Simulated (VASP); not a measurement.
# CuO (F-43m) in VASP: settings compared, part 2 of 2

VASP 6.6.1. The steps go on from the part before.

### 3 Single point, PBEsol+U

INCAR

```
ALGO = Normal
EDIFF = 1E-6
ENCUT = 520
GGA = PS
ISIF = 2
ISMEAR = 0
LASPH = T
LCHARG = F
LDAU = T
LDAUJ = 0 0
LDAUL = 2 -1
LDAUPRINT = 1
LDAUTYPE = 2
LDAUU = 8 0
LMAXMIX = 4
LREAL = F
LWAVE = F
NELM = 60
PREC = Accurate
SIGMA = 0.05
```

KPOINTS

```
k-points
0
Gamma
  7 7 7
```

POSCAR

```
CuO
1.0
    0.0000000000      2.3272527300      2.3272527300
    2.3272527300      0.0000000000      2.3272527300
    2.3272527300      2.3272527300      0.0000000000
Cu O
1 1
Direct
    0.0000000000      0.0000000000      0.0000000000
    0.2500000000      0.2500000000      0.2500000000
```

Potentials or basis: VASP PAW PBE potentials, release 64 (Cu, O).

Launch:

```bash
> cat potpaw_PBE.64/Cu/POTCAR potpaw_PBE.64/O/POTCAR > POTCAR
> mpirun -np 1 vasp_std > vasp.out
```

OUTCAR:

```text
EDIFF = 1E-6
   ENCUT = 520
   GGA = PS
   ISIF = 2
   ISMEAR = 0
   LASPH = T
   LREAL = F
   NELM = 60
   PREC = Accurate

 ion  position               nearest neighbor table
   1  0.000  0.000  0.000-   2 2.02   2 2.02   2 2.02   2 2.02
   2  0.250  0.250  0.250-   1 2.02   1 2.02   1 2.02   1 2.02

  LATTYP: Found a face centered cubic cell.
 ALAT       =     4.6545054600

  Lattice vectors:

 A1 = (   0.0000000000,   2.3272527300,   2.3272527300)
 A2 = (   2.3272527300,   0.0000000000,   2.3272527300)
 A3 = (   2.3272527300,   2.3272527300,   0.0000000000)

Analysis of symmetry for initial positions (statically):
=====================================================================
 Subroutine PRICEL returns:
 Original cell was already a primitive cell.

 Routine SETGRP: Setting up the symmetry group for a
 face centered cubic supercell.

 Subroutine GETGRP returns: Found 24 space group operations
 (whereof 24 operations were pure point group operations)
 out of a pool of 48 trial point group operations.

The static configuration has the point symmetry T_d .

Analysis of symmetry for dynamics (positions and initial velocities):
=====================================================================
 Subroutine PRICEL returns:
 Original cell was already a primitive cell.

 Routine SETGRP: Setting up the symmetry group for a
 face centered cubic supercell.

 Subroutine GETGRP returns: Found 24 space group operations
 (whereof 24 operations were pure point group operations)
 out of a pool of 48 trial point group operations.

The dynamic configuration has the point symmetry T_d .

 Subroutine INISYM returns: Found 24 space group operations
 (whereof 24 operations are pure point group operations),
 and found     1 'primitive' translations

----------------------------------------------------------------------------------------

[... 170 lines left out ...]
  o =  0.9692  v =  0.0000  0.0000  0.9699 -0.0000  0.2435  0.0000  0.0000  0.0000  0.0000  0.0000      0.0000  0.0000  0.0000  0.0000  0.0000  0.0000  0.0000  0.0000  0.0000  0.0000
  o =  0.9692  v =  0.0000  0.0000  0.0000  0.0000  0.0000  0.0000  0.0000  0.9699 -0.0000  0.2435      0.0000  0.0000  0.0000  0.0000  0.0000  0.0000  0.0000  0.0000  0.0000  0.0000

 number of electron      16.9999985 magnetization

 Free energy of the ion-electron system (eV)
  ---------------------------------------------------
  ext. energy  EPLUGINS =         0.00000000
  ---------------------------------------------------
  free energy    TOTEN  =        -7.52024970 eV

  energy without entropy =       -7.51809561  energy(sigma->0) =       -7.51917265

 E-fermi :   1.8185     XC(G=0): -10.7339

 val. band max:        1.8145034071   @ k =   0.1429   0.0000   0.0000
 cond. band min:       1.8830819288   @ k =   0.4286   0.0000   0.0000
 fundamental gap:      0.0685785217
 Fermi energy:         1.8184685008

 k-point     1 :       0.0000    0.0000    0.0000
  band No.  band energies     occupation
      1     -15.6262      2.00000
      2      -2.7461      2.00000
      3      -2.7461      2.00000
      4      -2.7461      2.00000
      5      -1.1660      2.00000
      6      -1.1660      2.00000
      7       2.5768      0.00000
      8       2.5768      0.00000
      9       2.5768      0.00000
     10       3.7801      0.00000
     11      16.8605      0.00000
     12      16.8605      0.00000
[... 271 lines left out ...]
 k-point    20 :      -0.2857    0.4286    0.1429
  band No.  band energies     occupation
      1     -15.0302      2.00000
      2      -2.8962      2.00000
      3      -2.1535      2.00000
      4      -1.7302      2.00000
      5      -1.0259      2.00000
      6      -0.8430      2.00000
      7      -0.3179      2.00000
      8       0.1795      2.00000
      9       1.0449      2.00000
     10      10.0000      0.00000
     11      11.8104      0.00000
     12      12.8439      0.00000

------------------------ aborting loop because EDIFF is reached ----------------------------------------

  FORCE on cell =-STRESS in cart. coord.  units (eV):
  Direction    XX          YY          ZZ          XY          YZ          ZX
  --------------------------------------------------------------------------------------
  -------------------------------------------------------------------------------------
  Total       -2.7386195     -2.7386195     -2.7386195      0.0000000      0.0000000      0.0000000
  in kB     -174.0530527   -174.0530527   -174.0530527      0.0000000      0.0000000      0.0000000
  external PRESSURE =    -174.0530527 kB  Pullay stress =       0.0000000 kB

 VOLUME and BASIS-vectors are now :
 -----------------------------------------------------------------------------
  energy-cutoff  :      520.00
  volume of cell :       25.21
      direct lattice vectors                 reciprocal lattice vectors
     0.000000000  2.327252730  2.327252730    -0.214845596  0.214845596  0.214845596
     2.327252730  0.000000000  2.327252730     0.214845596 -0.214845596  0.214845596
     2.327252730  2.327252730  0.000000000     0.214845596  0.214845596 -0.214845596

 POSITION                                       TOTAL-FORCE (eV/Angst)
 -----------------------------------------------------------------------------------
      0.00000      0.00000      0.00000        -0.000000     -0.000000     -0.000000
      1.16363      1.16363      1.16363         0.000000      0.000000      0.000000
 -----------------------------------------------------------------------------------
    total drift:                                0.000000      0.000000     -0.000000

  FREE ENERGIE OF THE ION-ELECTRON SYSTEM (eV)
  ---------------------------------------------------
  free  energy   TOTEN  =        -7.5202496965 eV

  energy  without entropy=       -7.5180956082  energy(sigma->0) =       -7.51917265
```

stdout:

```text
POSCAR found type information on POSCAR CuO
 POSCAR found :  2 types and       2 ions
 scaLAPACK will be used
 -----------------------------------------------------------------------------
|                                                                             |
|                                                                             |
|     You enforced a specific xc type in the INCAR file but a different       |
|     I HOPE YOU KNOW WHAT YOU ARE DOING!                                     |
|                                                                             |
 -----------------------------------------------------------------------------

 LDA part: xc-table for (Slater+PW92), standard interpolation
 POSCAR, INCAR and KPOINTS ok, starting setup
 FFT: planning ... GRIDC
 FFT: planning ... GRID_SOFT
 FFT: planning ... GRID
 WAVECAR not read
 entering main loop
```

Run time: 5 s. Hardware: 1 thread of Intel Xeon Platinum 8259CL at 2.50GHz (Skylake/Cascade Lake), shared host; peak memory 0.14 GiB.

What came out:

* Free energy: -7.5202 eV
* Pressure: -17.4 GPa
* Band gap on the k mesh: none (metal or under the smearing width)

Levels at points of the mesh, in eV from the Fermi level:
| k point | band 6 | band 7 | band 8 | band 9 | band 10 | band 11 | band 12 |
| --- | --- | --- | --- | --- | --- | --- | --- |
| (0.00, 0.00, 0.00) | -2.98 | 0.76 | 0.76 | 0.76 | 1.96 | 15.04 | 15.04 |

Eigenvalues of the final occupation matrices:
| site | spin | trace | eigenvalues |
| --- | --- | --- | --- |
| site 1 d | 1 | 4.70 | 0.92 0.92 0.92 0.97 0.97 |
| site 1 d | 2 | 4.70 | 0.92 0.92 0.92 0.97 0.97 |

Caveat: the PAW data sets were made with another functional, which shifts forces and pressure a little; an odd number of electrons without spin polarisation forces a metal; a magnetic or distorted state may lie lower; the run has no spin polarisation, though such a crystal can be magnetic; U without spin polarisation on a metal has little footing.

### 4 For comparison

An earlier run on the cell as given: functional PBE; potentials or basis VASP PAW PBE potentials, release 64 (Cu, O); cutoff 520 eV; k mesh 10 × 10 × 10; occupations fermi-dirac, width 0.05 eV; no spin polarisation.

* Pressure: -9.1 GPa
* Band gap on the k mesh: none (metal or under the smearing width)

### 5 Summary

| task | level | U | cell | k mesh | cutoff (eV) | smearing | grid for exact exchange (PRECFOCK) | exchange at q = 0 | mesh quality | gap on the mesh (eV) | pressure (GPa) |
| --- | --- | --- | --- | --- | --- | --- | --- | --- | --- | --- | --- |
| relaxation of cell and atoms | r2SCAN50 | - | relaxed | 5 × 5 × 5 | 600 | gaussian 0.05 eV | Normal | truncated | coarse | none | -0.2 |
| single point | PBEsol+U | Cu d U = 8 eV | as given | 7 × 7 × 7 | 520 | gaussian 0.05 eV | - | - | not flagged | none | -17.4 |
| single point | PBE | - | as given | 10 × 10 × 10 | 520 | fermi-dirac 0.05 eV | - | - | not flagged | none | -9.1 |

Alike in all rows: potentials or basis VASP PAW PBE potentials, release 64 (Cu, O); no spin polarisation.

Caveats: some runs use coarse meshes; an odd number of electrons without spin polarisation forces a metal; a magnetic or distorted state may lie lower; the run has no spin polarisation, though such a crystal can be magnetic; the PAW data sets were made with another functional, which shifts forces and pressure a little (some runs); U without spin polarisation on a metal has little footing (some runs); semilocal functionals often make such compounds metallic where correlation or magnetic order opens a gap, which also shifts bond lengths (some runs).

Total energies depend on the potentials used, so only differences within one code and one set of settings carry meaning.
